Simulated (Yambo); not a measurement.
## MgS (Niningerite) in Yambo: convergence with bands in self energy

The system is MgS (Niningerite).

```xyz
2
Lattice="0.0000 2.6016 2.6016 2.6016 0.0000 2.6016 2.6016 2.6016 0.0000" Properties=species:S:1:pos:R:3 pbc="T T T"
S     2.6016    2.6016    2.6016
Mg    0.0000    0.0000    0.0000
```

```yaml
Program: Yambo 5.3.0
Task: G0W0 quasiparticle levels
Functional: PBE
Potentials_or_basis: SPMS 1.0 PBE
Cutoff: 762 eV
Density_cutoff: 3048 eV
k_mesh: 5 × 5 × 5
Occupations: fixed
Spin: no spin polarisation
Random_integration_of_the_Coulomb_term: yes
Direction_of_the_field_or_of_q_to_0: x + y + z
Broadening: 0.1 eV
States_corrected: Γ and the k points of the band edges
Frequency_dependence_of_W: plasmon pole
Terminator_of_the_band_sum_in_the_self-energy: none
Quasiparticle_equation: linearised (Newton)
Imaginary_frequency_of_the_plasmon-pole_fit: 27.2114 eV
Bands_in_the_response: 108
Bands_in_the_self-energy: 13
Cutoff_of_the_response_matrix: 8 Ry
Cutoff_of_exchange_and_Vxc: 56 Ry
Bands_corrected_first_last: "[7, 10]"
```

These are the settings of the first run; the series varies bands in self energy, with any setting tied to it.

```tsv
bands in self energy	quasiparticle gap at the points computed (eV)
13	4.548
18	4.523
28	4.562
48	4.613
108	4.660
```

Against the tightest run, the quasiparticle gap at the points computed stays within 0.05 eV from 48 on. The tightest run that finished is the yardstick and may itself not be fully converged.

Caveat, for the tightest run too: mesh, valence shells or block size may be too small for converged GW; the basis isn't converged for GW; a mesh with odd counts misses the zone's faces, so its gaps can be larger than the crystal's; this version prints the column dSc/dw multiplied by 27.2; an odd mesh through Γ misses points on the zone boundary, where band edges often lie.
